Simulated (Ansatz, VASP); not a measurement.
## Hg: VASP beside Ansatz

```xyz
1
Lattice="3.2135 0.0000 0.0000 0.0000 3.2135 0.0000 0.0000 0.0000 3.2135" Properties=species:S:1:pos:R:3 pbc="T T T"
Hg    0.0000    0.0000    0.0000
```

Alike in both runs: task single point; functional PBE; k mesh 11 × 11 × 11; occupations fermi-dirac, width 0.1 eV; no spin polarisation.

```csv
,VASP,Ansatz
version,VASP 6.6.1,Ansatz 0.2.0
potentials or method,"VASP PAW PBE potentials, release 64 (Hg)","plane waves (420 eV) with PAW, scalar-relativistic"
plane-wave cutoff (eV),520,420
valence electrons in the cell,12,20
```

Ansatz gave:

* pressure (GPa): -0.9

Problem. What did VASP give for the same quantities?

Solution. Pressure (GPa): -0.8.

The two sets of potentials don't hold the same shells in valence.

Spin-orbit coupling is left out, which matters for the levels of Hg.
